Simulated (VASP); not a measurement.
Write the native input for VASP 6.6.1 that does the following.

```yaml
Task: relaxation of the atoms
Functional: PBE
Potentials_or_basis: VASP PAW PBE potentials, release 64 (Cu)
Cutoff: 520 eV
k_mesh: 18 × 18 × 1
Occupations: methfessel-paxton, width 0.2 eV
Spin: no spin polarisation
Further_INCAR_settings: ALGO = Normal; EDIFF = 1e-06; IBRION = 2; EDIFFG = -0.005; NSW = 40
```

The structure of Cu lies in POSCAR:

```
Cu
1.0
    2.5703331496      0.0000000000      0.0000000000
    0.0000000000      2.5703331496      0.0000000000
    0.0000000000      0.0000000000     25.9050000000
Cu
7
Direct
    0.0000000000      0.0000000000      0.2895193978
    0.5000000000      0.5000000000      0.3596795985
    0.0000000000      0.0000000000      0.4298397993
    0.5000000000      0.5000000000      0.5000000000
    0.0000000000      0.0000000000      0.5701602007
    0.5000000000      0.5000000000      0.6403204015
    0.0000000000      0.0000000000      0.7104806022
```

The cell was built by a generator and needn't be a form met in nature.

The input as run:

INCAR

```
SYSTEM = Cu
  ALGO = Normal
  EDIFF = 1E-6
  EDIFFG = -0.005
  ENCUT = 520
  GGA = PE
  IBRION = 2
  ISIF = 2
  ISMEAR = 1
  KPAR = 8
  LASPH = .TRUE.
  LCHARG = .FALSE.
  LREAL = .FALSE.
  LWAVE = .FALSE.
  NELM = 80
  NSW = 40
  PREC = Accurate
  SIGMA = 0.2
```

KPOINTS

```
k-points
0
G
  18 18 1
  0 0 0
```

Potentials or basis: VASP PAW PBE potentials, release 64 (Cu).

Command:

```bash
$ cat potpaw_PBE.64/Cu/POTCAR > POTCAR
$ mpirun -np 8 vasp_std > vasp.out
```

It gave:

The energy gained by relaxing is 1.7 meV/atom, the ionic steps are 17 and the largest force after relaxing is 0.005 eV/Å. The band gap on the k mesh is none (metal or under the smearing width).

Run time: 7.7 min on 8 MPI ranks on Intel(R) Xeon(R) Platinum 8488C (Sapphire Rapids), on a shared host, peak memory 0.51 GiB a rank.
